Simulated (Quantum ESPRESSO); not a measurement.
Crystal: CdS (Hawleyite).

```
Cd S
1.0
     0.00000    2.91650    2.91650
     2.91650    0.00000    2.91650
     2.91650    2.91650    0.00000
Cd S
1 1
Cartesian
  0.0000 0.0000 0.0000
  4.3748 4.3748 4.3748
```

- Program: Quantum ESPRESSO 7.5
- Task: phonons
- Functional: PBE
- Potentials or basis: GBRV 1.5 PBE
- Cutoff: 612 eV
- Density cutoff: 4898 eV
- k mesh: 4 × 4 × 4, shifted
- Occupations: fermi-dirac, width 0.05 eV
- Spin: no spin polarisation
- Target pressure: 10 GPa
- Mixing beta: 0.5
- Most SCF iterations: 120
- SCF threshold: 4e-10 Ry

The cell and the atoms were relaxed first at 10 GPa, to 22.76 Å³/atom (a = 4.008 Å, b = 4.008 Å, c = 4.008 Å, α = 60.00°, β = 60.00°, γ = 60.00°), and the response was taken there.

The first run showed a gap, so the response started from a second, tighter run with fixed occupations.

The run gives a transverse optical frequency of 276 cm⁻¹, an electronic dielectric constant of 6.12 and Born charges of ±2.08 e.

Problem. What are the longitudinal frequency and the static dielectric constant?

Solution. The longitudinal mode lies at 327 cm⁻¹, 51 cm⁻¹ over the transverse one, and the static constant is 8.59. The two agree with the Lyddane-Sachs-Teller relation: (327/276)² = 1.40 and 8.59/6.12 = 1.40.

Caveat: the mesh is thin for the dielectric tensor, Born charges and intensities, which usually come out too large; the cell is more than 3 GPa from zero pressure, which shifts response properties.
